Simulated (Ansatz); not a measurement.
Input and command of a plane-wave DFT calculation in Ansatz:

```yaml
crystal:
  lattice:
    - [5.858683, 0.12881, -0.176391]
    - [0.12881, 5.414742, -0.017983]
    - [-0.176391, -0.017983, 5.758233]
  atoms:
    - { symbol: Hf, position: [0.8422321525, 0.679043537, 0.2587423242] }
    - { symbol: Hf, position: [0.8518318164, 0.230699257, 0.8414407455] }
    - { symbol: Hf, position: [0.3386380392, 0.3539277953, 0.6107093892] }
    - { symbol: Hf, position: [0.3221397107, 0.9361247224, 0.1035488209] }
    - { symbol: Hf, position: [0.5708694171, 0.7877573714, 0.6409162938] }
    - { symbol: O, position: [0.0912397455, 0.488762883, 0.4116648876] }
    - { symbol: O, position: [0.1904039095, 0.2258084767, 0.8765551794] }
    - { symbol: O, position: [0.356167553, 0.027253871, 0.4627461268] }
    - { symbol: O, position: [0.8387928837, 0.5914478412, 0.9203249986] }
    - { symbol: O, position: [0.9901318671, 0.9836171135, 0.126026832] }
    - { symbol: O, position: [0.5846541054, 0.0591342931, 0.9248412771] }
    - { symbol: O, position: [0.504733927, 0.6648701973, 0.2905037161] }
    - { symbol: O, position: [0.6724993446, 0.4270910842, 0.5714425895] }
    - { symbol: O, position: [0.8397655407, 0.9366292238, 0.5508589758] }
    - { symbol: O, position: [0.3373888564, 0.6857091983, 0.845043237] }
  symmetry: { detect: false }
basis:
  ecutwfc: 420
kpoints:
  mp_grid: { grid: [2, 2, 2], shift: [0.5, 0.5, 0.5] }
hamiltonian:
  xc: pbe
scf:
  occupations: { method: gaussian, width: 0.1 }
  lower_state_search: "off"
output:
  forces: true
  stress: true
  eigenvalues: true
relax:
  adjacent_minimum: "off"
  f_tol: 0.04
  max_steps: 70
  cell: { stress_tol: 0.3 }
```

```bash
ansatz run input.yaml --threads 2 --pin off --max-ram 5120MiB --backend cpu --events-out ev --progress --plain --runs-dir out
```

Processor: Intel(R) Xeon(R) Processor @ 2.70GHz, 2 threads, on a host shared with other jobs.

Problem. Estimate time, memory and problem size.

Solution. About 110 s on 2 threads of Intel(R) Xeon(R) Processor @ 2.70GHz, with other jobs on the host, peak memory 0.6 GiB. It solves 114 bands at 4 k points (the mesh reduced by symmetry) with about 4071 plane waves (on the last cell), in 97 SCF iterations over 13 ionic steps.
